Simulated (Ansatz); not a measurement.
# V_Si in SiC (F-43m): charge-transition levels and formation energies

Charge states of V_Si in SiC (F-43m), set against the band edges. Model: a cell of 54 host atoms with 1 Si taken out.

Program: Ansatz 0.2.0. Level of theory: place-levels on r2SCAN runs: charge-transition levels and formation energies with image-charge correction and potential alignment at the atomic sites; PAW set soft_1. Results are calculated unless marked as measured.

**What experiment says.**

For SiC, cubic 3C zincblende (literature value), “Insight into the structural, elastic and electronic properties of a new orthorhombic 6O-SiC polytype” (2020, pmc:7200658) quotes earlier work: band gap (indirect gap) 2.4 eV [literature value; measurement temperature and method not stated].

In doubt: warnings of the run leave room for a lower electronic state (in some of the runs), so energies may not be the lowest and differences between runs may mislead.

## (1) Set-up

The cell holds 53 atoms: 26 Si and 27 C. Cell: a = 9.242 Å, b = 9.242 Å, c = 9.242 Å, α = 60.0°, β = 60.0°, γ = 60.0°. It derives from SiC (space group F-43m). Nearest the centre at fractional (0.333, 0.667, 0.667): C30 at 1.89 Å, C34 at 1.89 Å, C35 at 1.89 Å, C18 at 1.89 Å, Si25 at 3.08 Å, Si31 at 3.08 Å, Si23 at 3.08 Å, Si13 at 3.08 Å.

Screening for the image-charge correction: ε∞ = 7.06, ε0 = 10.43, computed on the host (DFPT, PBEsol, on the r2SCAN cell), and a cell off the functional's own equilibrium shifts the ionic part.

The cell's shortest repeat is 9.2 Å.

## (2) Charge states

A transition level is the Fermi level at which two charge states cost the same, so each charge needs its own total energy, at its own relaxed structure.

Random displacements of about 0.05 Å break the site symmetry at the start, so that the relaxation can reach a distorted minimum if there is one. Forces are taken on a 2×2×2 shifted mesh. The cell holds 2 electrons more than the neutral one, with a uniform background that keeps it neutral on the whole.

The sampling was tested on the host first: at the k-points planned (1x1x1 shifted 0.25 0.25 0.25) its energy lies 0.119 eV an atom from the dense-mesh value, so the final energies take a denser sampling.

One of the inputs; charge, spin and start change from state to state.

Input file qm2.relax/input.yaml:

```yaml
crystal:
  lattice:
    - [0.0, 6.53488873, 6.53488873]
    - [6.53488873, 0.0, 6.53488873]
    - [6.53488873, 6.53488873, 0.0]
  atoms:
    - { symbol: Si, position: [0.0, 0.0, 0.0] }
    - { symbol: C, position: [0.08333333, 0.08333333, 0.08333333] }
[... 2 atom lines left out ...]
    - { symbol: Si, position: [0.0, 0.0, 0.66666667] }
    - { symbol: C, position: [0.08333333, 0.08333333, 0.75] }
[... 6 atom lines left out ...]
    - { symbol: Si, position: [0.0, 0.66666667, 0.0] }
    - { symbol: C, position: [0.08333333, 0.75, 0.08333333] }
[... 2 atom lines left out ...]
    - { symbol: Si, position: [0.0, 0.66666667, 0.66666667] }
    - { symbol: C, position: [0.08333333, 0.75, 0.75] }
[... 2 atom lines left out ...]
    - { symbol: Si, position: [0.33333333, 0.0, 0.33333333] }
[... 1 atom line left out ...]
    - { symbol: Si, position: [0.33333333, 0.0, 0.66666667] }
[... 1 atom line left out ...]
    - { symbol: Si, position: [0.33333333, 0.33333333, 0.0] }
    - { symbol: C, position: [0.41666667, 0.41666667, 0.08333333] }
[... 2 atom lines left out ...]
    - { symbol: Si, position: [0.33333333, 0.33333333, 0.66666667] }
    - { symbol: C, position: [0.41666667, 0.41666667, 0.75] }
    - { symbol: Si, position: [0.33333333, 0.66666667, 0.0] }
[... 1 atom line left out ...]
    - { symbol: Si, position: [0.33333333, 0.66666667, 0.33333333] }
    - { symbol: C, position: [0.41666667, 0.75, 0.41666667] }
    - { symbol: C, position: [0.41666667, 0.75, 0.75] }
[... 9 atom lines left out ...]
    - { symbol: C, position: [0.75, 0.41666667, 0.41666667] }
    - { symbol: Si, position: [0.66666667, 0.33333333, 0.66666667] }
[... 3 atom lines left out ...]
    - { symbol: Si, position: [0.66666667, 0.66666667, 0.33333333] }
[... 1 atom line left out ...]
    - { symbol: Si, position: [0.66666667, 0.66666667, 0.66666667] }
    - { symbol: C, position: [0.75, 0.75, 0.75] }
  host:
    repeats: [3, 3, 3]
    atoms:
      - { symbol: Si, position: [0.0, 0.0, 0.0] }
      - { symbol: C, position: [0.25, 0.25, 0.25] }
total_charge: -2
basis:
  ecutwfc: 500
  xc_grid: 2
hamiltonian:
  xc: r2scan
  pseudopotentials: { kind: paw, azcp: { folder: soft_1 } }
kpoints:
  mp_grid: { grid: [2, 2, 2], shift: [0.5, 0.5, 0.5] }
scf:
  occupations: { method: fixed }
  max_iter: 60
output:
  forces: true
  charged_corrections:
    epsilon: 7.06
    static_epsilon: 10.43
    defect_position: [0.333333, 0.666667, 0.666667]
relax:
  f_tol: 0.02
  max_steps: 80
  random_displacement: { amplitude: 0.05, seed: 3430 }
checkpoint:
  write: "../qm2.relax.run"
  compress: false
  write_wavefunctions: true
  write_every: 100000
```

Launch:

```bash
> ansatz run input.yaml --threads 8 --pin off --max-ram 15073MiB --backend cpu --events-out ev --progress --plain --runs-dir out
```

The run of this state that the levels use, under r2SCAN:

Input file qm2.point/input.yaml:

```yaml
crystal:
  checkpoint: "../qm2.relax.run"
  host: checkpoint
total_charge: -2
basis:
  ecutwfc: 500
  xc_grid: 2
hamiltonian:
  xc: r2scan
  pseudopotentials: { kind: paw, azcp: { folder: soft_1 } }
kpoints:
  mp_grid: { grid: [2, 2, 2], shift: [0.5, 0.5, 0.5] }
scf:
  occupations: { method: fixed }
  max_iter: 60
output:
  forces: true
  eigenvalues: true
  charged_corrections:
    epsilon: 7.06
    static_epsilon: 10.43
    defect_position: [0.333333, 0.666667, 0.666667]
  eigenstates: { localisation: true }
  populations: true
checkpoint:
  read: "../qm2.relax.run"
  write: "../qm2.point.run"
  compress: false
  write_wavefunctions: false
  write_every: 100000
```

Relaxations under r2SCAN at a 2×2×2 shifted mesh; times on 8 threads of Intel Xeon 6975P-C (Granite Rapids), shared host:

```csv
charge,moment (μB),occupations,outcome,steps,largest displacement against the far atoms (Å),time
−2,0,fixed,converged,5,0.15,78 s
−2,2,fixed,converged,6,0.14,74 s
−1,1,fixed,converged,5,0.20,60 s
0,0,fixed,converged,7,0.20,35 s
0,2,fixed,converged,5,0.19,65 s
+1,1,fixed,converged,5,0.25,92 s
+2,0,fixed,converged,6,0.29,34 s
+2,2,fixed,converged,21,0.24,4.1 min
−1,3,fixed,converged,5,0.15,62 s
+1,3,fixed,converged,9,0.19,86 s
```

Single points under r2SCAN at a 2×2×2 shifted mesh; times on 8 threads of Intel Xeon 6975P-C (Granite Rapids), shared host:

```csv
charge,moment (μB),occupations,outcome,time
−2,0,fixed,converged,6.2 s
−2,2,fixed,converged,12 s
−1,1,fixed,converged,13 s
0,0,fixed,converged,5.5 s
0,2,fixed,converged,13 s
+1,1,fixed,converged,12 s
+2,0,fixed,converged,6.4 s
+2,2,fixed,converged,12 s
−1,3,fixed,converged,10 s
+1,3,fixed,converged,13 s
```

Distances (Å) from the ideal centre to the nearest atoms after relaxation with r2SCAN:

```csv
charge,moment (μB),1.,2.,3.,4.,5.,6.
−2,0,C 2.02,C 2.02,C 2.03,C 2.04,Si 3.03,Si 3.03
−2,2,C 2.02,C 2.03,C 2.03,C 2.03,Si 3.04,Si 3.04
−1,1,C 2.02,C 2.03,C 2.04,C 2.08,Si 3.05,Si 3.05
−1,3,C 2.03,C 2.04,C 2.04,C 2.05,Si 3.06,Si 3.06
0,0,C 2.07,C 2.07,C 2.07,C 2.08,Si 3.06,Si 3.06
0,2,C 2.07,C 2.07,C 2.07,C 2.09,Si 3.08,Si 3.08
+1,1,C 2.09,C 2.11,C 2.11,C 2.13,Si 3.08,Si 3.08
+1,3,C 2.07,C 2.07,C 2.08,C 2.08,Si 3.08,Si 3.08
+2,0,C 2.15,C 2.17,C 2.18,C 2.18,Si 3.09,Si 3.09
+2,2,C 2.09,C 2.10,C 2.11,C 2.13,Si 3.08,Si 3.08
```

## (3) Levels against the band edges, r2SCAN

A charged cell interacts with its images and the background, and its potential has another zero than the host's. place-levels removes the first by a point-charge model, screened by the static dielectric constant since the ions have relaxed around the charge, and the second by comparing potentials at atoms far from the defect.

The host is a run of the defect-free crystal in the same cutoffs, grids and k-points, so that basis and sampling errors cancel in part in the differences. The host is run in a cell of 2 atoms on a matching mesh. Its band edges are searched through the zone by a band path, so the gap is smaller than, or equal to, that on the mesh. Chemical potentials are energies per atom of Si (diamond), run with the same functional and cutoff.

Input file levels.point.yaml:

```yaml
host:
  run: host.point.run
states: [qm2.point.run, qm2_M2.point.run, qm1_M1.point.run, q0.point.run, q0_M2.point.run, qp1_M1.point.run, qp2.point.run, qp2_M2.point.run, qm1_M3.point.run, qp1_M3.point.run]
geometry_from:
  qm2.point.run: qm2.relax.run
  qm2_M2.point.run: qm2_M2.relax.run
  qm1_M1.point.run: qm1_M1.relax.run
  q0.point.run: q0.relax.run
  q0_M2.point.run: q0_M2.relax.run
  qp1_M1.point.run: qp1_M1.relax.run
  qp2.point.run: qp2.relax.run
  qp2_M2.point.run: qp2_M2.relax.run
  qm1_M3.point.run: qm1_M3.relax.run
  qp1_M3.point.run: qp1_M3.relax.run
  host.point.run: host.relax.run
chemical_potentials:
  Si:
    energy: -639.06578
    dataset: <sha256 of the dataset>
epsilon: 7.06
static_epsilon: 10.43
vertical:
  - { from: qm2.point.run, to: qm2.point_neutral.run }
  - { from: qm2_M2.point.run, to: qm2_M2.point_neutral.run }
  - { from: qm1_M1.point.run, to: qm1_M1.point_neutral.run }
  - { from: qp1_M1.point.run, to: qp1_M1.point_neutral.run }
  - { from: qp2.point.run, to: qp2.point_neutral.run }
  - { from: qp2_M2.point.run, to: qp2_M2.point_neutral.run }
  - { from: qm1_M3.point.run, to: qm1_M3.point_neutral.run }
  - { from: qp1_M3.point.run, to: qp1_M3.point_neutral.run }
```

Launch:

```bash
> ansatz place-levels levels.point.yaml -- --threads 8 --pin off --max-ram 15073MiB
```

Numbers of over 12 decimals in the logs are rounded to 6 here.

Output:

```text
[... repeated set-up lines and file paths are left out, and long positions are rounded to six places ...]
(+2/+1) 0.267 eV beneath the valence edge (-0.486 eV without the band-filling correction), in the valence band
(+1/0) 0.184 eV above the valence edge, 1.527 eV under the conduction edge
(0/-1) 0.985 eV above the valence edge, 0.725 eV under the conduction edge
(-1/-2) 1.828 eV above the valence edge (+1.966 eV without the band-filling correction), in the conduction band
formation energy of charge +2: +7.707 eV with the Fermi level at the valence edge
formation energy of charge +1: +7.440 eV with the Fermi level at the valence edge
formation energy of charge 0: +7.624 eV with the Fermi level at the valence edge
formation energy of charge -1: +8.609 eV with the Fermi level at the valence edge
formation energy of charge -2: +10.437 eV with the Fermi level at the valence edge
vertical -2 to 0: no energy, since no alignment is typed
  the change from vertical[0].from (qm2.point.run) to vertical[0].to (qm2.point_neutral.run): by its potential at epsilon 7.06 it stands at 0.409 0.738 0.736, with an rms radius of about 2.0 Å (1.2 1.2 1.2 Å across the planes of the cell's vectors); [...]
vertical -2 to 0: no energy, since no alignment is typed
  the change from vertical[1].from (qm2_M2.point.run) to vertical[1].to (qm2_M2.point_neutral.run): by its potential at epsilon 7.06 it stands at 0.406 0.741 0.740, with an rms radius of about 2.2 Å (1.3 1.3 1.3 Å across the planes of the cell's vectors); [...]
vertical -1 to 0: no energy, since no alignment is typed
[...]
of states[3] (q0.point.run): its alignment with the host at atomic sites is doubtful: the mean over the far sites moves by -0.1228 eV from their farther parts to their nearer, more than 0.05 eV. [...]
  of states[2] (qm1_M1.point.run): it parts from the run at its places by a charge that spreads by about 1.5 Å along one vector (1.3 Å or more is wide), by its potential at epsilon 7.06, taken for that of held ions (one typed too small widens it), where the [...]
  of states[0] (qm2.point.run): it parts from the run that its charge is read beside by 2 carriers, of which the mean alone is read, by its potential at epsilon 7.06, taken for that of held ions (one typed too small widens it): that is narrow, but one of them [...]
  of vertical[0].from (qm2.point.run): band_overlap_at_count; of the run under geometry_from: band_overlap_at_count; of the run under geometry_from: earlier_solves_read_negative; [...]
  of vertical[1].from (qm2_M2.point.run): stability_check_not_made; [...]
  of vertical[2].from (qm1_M1.point.run): stability_check_not_made; [...]
  of vertical[3].from (qp1_M1.point.run): band_overlap_at_count; stability_check_not_made; of the run under geometry_from: band_overlap_at_count
  of vertical[4].from (qp2.point.run): it parts from the run that its charge is read beside by 2 carriers, of which the mean alone is read, by its potential at epsilon 7.06, taken for that of held ions (one typed too small widens it): that is narrow, but one [...]
  of vertical[5].from (qp2_M2.point.run): its moments are held at its close (magnetization.spin_locking), by a field of 0.283 eV a Bohr magneton, and its energy and levels are of the state that this holds: a run that lets them go can end lower; [...]
  of vertical[6].from (qm1_M3.point.run): stability_check_not_made; [...]
  of vertical[7].from (qp1_M3.point.run): its moments are held at its close (magnetization.spin_locking), by a field of 0.252 eV a Bohr magneton, and its energy and levels are of the state that this holds: a run that lets them go can end lower; [...]
```

Run time: 0.86 s. Hardware: 8 threads of Intel Xeon 6975P-C (Granite Rapids), shared host.

Levels between the charges placed, in eV above the valence top:

```csv
,gap (eV),(+2/+1),(+1/0),(0/−1),(−1/−2)
r2SCAN,1.71,-0.27,0.18,0.99,1.83
```

Corrections by state:

```csv
charge,moment (μB),image terms and alignment (eV),band filling (eV),ε used,"over the lowest of its charge, as the program ranks them, band filling apart (eV)"
+2,0.0,-0.242,-0.219,10.43,0.000
+1,1.0,-0.277,-,10.43,0.000
0,2.0,0.000,-,-,0.000
−1,3.0,0.636,-,10.43,0.000
−2,2.0,1.713,-0.137,10.43,0.000
+2,2.0,-0.326,-,10.43,0.175
+1,3.0,-0.314,-,10.43,0.538
0,0.0,0.000,-,-,0.245
−1,1.0,0.644,-,10.43,0.064
−2,0.0,1.734,-,10.43,0.553
```

The charged structures listed were also run neutral, and place-levels reads from each pair, by the potential or the spins, how wide the charge is by which they differ; that can be the carrier of either run.

```csv
charge,rms radius (Å),spread where it is widest against the cell (Å),wide from (Å),reading
+2,2.2,1.25,1.31,narrow
+1,1.8,1.20,1.31,narrow
−1,2.5,1.42,1.31,wide
−2,2.2,1.26,1.31,narrow
```

The neutral runs of these pairs need not share the spin of the lowest neutral state, and very wide values only mean spread over the cell.

From the program's caveats on the states, each cut to its opening words:

- charge +2, −2 (2 μB), −2: it parts from the run that its charge is read beside by 2 carriers, of which the mean alone is read, by its potential at epsilon 7.06, taken for that of held [...]
- charge +2: a band-filling correction moves a carrier to the host's band edge, which changes its energy by -0.219 eV
- charge +2: its alignment with the host at atomic sites is doubtful: the mean over the far sites moves by -0.3906 eV from their farther parts to their nearer, more than [...]
- charge +1 (1 μB): its alignment with the host at atomic sites is doubtful: the mean over the far sites moves by -0.2107 eV from their farther parts to their nearer, more than [...]
- charge +1 (1 μB), +2 (2 μB), +1 (3 μB), −2: filled levels lie above empty ones at the fixed electron count
- charge +1 (1 μB), 0 (2 μB), −1 (3 μB), −2 (2 μB), +2 (2 μB), +1 (3 μB), −1 (1 μB): flagged: stability check not made
- charge −1 (3 μB): it parts from the run at its places by a charge that spreads by about 1.4 Å along one vector (1.3 Å or more is wide), by its potential at epsilon 7.06, taken [...]
- charge −1 (3 μB): its alignment with the host at atomic sites is doubtful: the mean over the far sites moves by +0.0971 eV from their farther parts to their nearer, more than [...]
- charge −2 (2 μB): a band-filling correction moves a carrier to the host's band edge, which changes its energy by -0.137 eV
- charge −2 (2 μB): its alignment with the host at atomic sites is doubtful: the mean over the far sites moves by +0.1906 eV from their farther parts to their nearer, more than [...]
- charge +2 (2 μB): it parts from the run at its places by a charge that spreads by about 2 Å along one vector (1.3 Å or more is wide), by its potential at epsilon 7.06, taken for [...]
- charge +2 (2 μB): its alignment with the host at atomic sites is doubtful: the mean over the far sites moves by -0.1219 eV from their farther parts to their nearer, more than [...]
- charge +2 (2 μB): its moments are held at its close (magnetization.spin_locking), by a field of 0.283 eV a Bohr magneton, and its energy and levels are of the state that this [...]
- charge +1 (3 μB): it parts from the run at its places by a charge that spreads by about 2.3 Å along one vector (1.3 Å or more is wide), by its potential at epsilon 7.06, taken [...]

The host's formation energy from the elements is -0.356 eV per atom; it sets how far the chemical potentials can move.

Limit set by the element alone; other compounds of these elements are not counted. Chemical potentials from the elements' reference states: C 0.00 eV, Si -0.71 eV. Formation energy by charge state (C-rich; gap 1.71 eV):

```csv
charge,at valence top (eV),at conduction bottom (eV),correction included (eV)
+2,7.00,10.42,-0.46
+1,6.73,8.44,-0.28
0,6.91,6.91,0.00
−1,7.90,6.19,0.64
−2,9.73,6.31,1.58
```

```
Fermi level (eV)  lowest formation energy (eV)
            0.00                          6.73
            0.16                          6.88
            0.31                          6.91
            0.47                          6.91
            0.62                          6.91
            0.78                          6.91
            0.93                          6.91
            1.09                          6.81
            1.24                          6.65
            1.40                          6.50
            1.55                          6.34
            1.71                          6.19
```

Limit set by the element alone; other compounds of these elements are not counted. Chemical potentials from the elements' reference states: Si 0.00 eV, C -0.71 eV. Formation energy by charge state (Si-rich; gap 1.71 eV):

```csv
charge,at valence top (eV),at conduction bottom (eV),correction included (eV)
+2,7.71,11.13,-0.46
+1,7.44,9.15,-0.28
0,7.62,7.62,0.00
−1,8.61,6.90,0.64
−2,10.44,7.02,1.58
```

```json
{"Fermi level (eV)": "0.00", "lowest formation energy (eV)": "7.44"}
{"Fermi level (eV)": "0.16", "lowest formation energy (eV)": "7.60"}
{"Fermi level (eV)": "0.31", "lowest formation energy (eV)": "7.62"}
{"Fermi level (eV)": "0.47", "lowest formation energy (eV)": "7.62"}
{"Fermi level (eV)": "0.62", "lowest formation energy (eV)": "7.62"}
{"Fermi level (eV)": "0.78", "lowest formation energy (eV)": "7.62"}
{"Fermi level (eV)": "0.93", "lowest formation energy (eV)": "7.62"}
{"Fermi level (eV)": "1.09", "lowest formation energy (eV)": "7.52"}
{"Fermi level (eV)": "1.24", "lowest formation energy (eV)": "7.36"}
{"Fermi level (eV)": "1.40", "lowest formation energy (eV)": "7.21"}
{"Fermi level (eV)": "1.55", "lowest formation energy (eV)": "7.05"}
{"Fermi level (eV)": "1.71", "lowest formation energy (eV)": "6.90"}
```

## (4) What came out

```yaml
gap_of_the_host: 1.71 eV (r2SCAN)
level_plus_2_plus_1: 0.27 eV below the valence top (-0.49 eV above the valence top without the band-filling term)
level_plus_1_over_0: 0.18 eV above the valence top
level_0_minus_1: 0.99 eV above the valence top
level_minus_1_minus_2: 1.83 eV above the valence top, past the conduction bottom (1.97 eV above the valence top without the band-filling term)
lowest_of_the_charges_placed_just_above_the_valence_top_0p02_ev: +1
lowest_of_the_charges_placed_just_below_the_conduction_bottom_0p02_ev: −1
lowest_formation_energy_at_mid_gap_of_the_charges_run_c_rich: 6.91 eV
lowest_formation_energy_at_mid_gap_of_the_charges_run_si_rich: 7.62 eV
```

Of the charges placed (−2, −1, 0, +1 and +2), the lowest changes at 0.18 eV (+1/0) and 0.99 eV (0/−1) above the valence top, in a gap of 1.71 eV. (+1/0) lies nearer to a band edge than the share of the finite-size correction in it (0.28 eV), and that correction holds for a localised charge alone. States placed: +2 at 0 μB and 2 μB; +1 at 1 μB and 3 μB; 0 at 2 μB and 0 μB; −1 at 3 μB and 1 μB; −2 at 2 μB and 0 μB. Other spin states or structures, where not listed, weren't placed. The program finds carriers beyond a band edge of the host and adds a band-filling term at charge −2 (-0.14 eV) and +2 (-0.22 eV); steps to such a charge show no bound level, and a defect level inside a band would be read the same way. Corrections reach 1.7 eV, so the cell is small for these charges and their levels are rough. The program doubts the alignment of potentials for at least one state, a sign that the cell is small. Keep in mind: r2SCAN makes the gap too small and tends to spread out bound carriers.

Comparison with the measured values:

| quantity | measured | r2SCAN |
| --- | --- | --- |
| band gap (least gap of the host) (eV) | 2.4 | 1.71 (-0.69 eV) |

Measured values from pmc:7200658 (2020).

**Verdict.** The band gap is off by -0.69 eV. Local and semilocal functionals usually give gaps below the measured ones. Zero-point and thermal motion shift the measured gap.

[Logs are printed without paths, hosts, clocks, repeated set-up lines and the standing remarks that a program may print on its own settings, such as how far it seeks lower states.]

[Hosts, paths, dates, database ids (printed as entryN), source tags and the programs' standing remarks are cut or masked in the printed files.]

[Where a table of states has a column of steps, it counts the stored structures, which are thinned; the runs took as many ionic steps or more.]

[A defect's name tells the site on which it was built; relaxed atoms can leave that site.]

[For some hosts the program warned that the k-mesh of the response run may be too coarse for force constants and the static dielectric constant; such warnings are not shown here.]
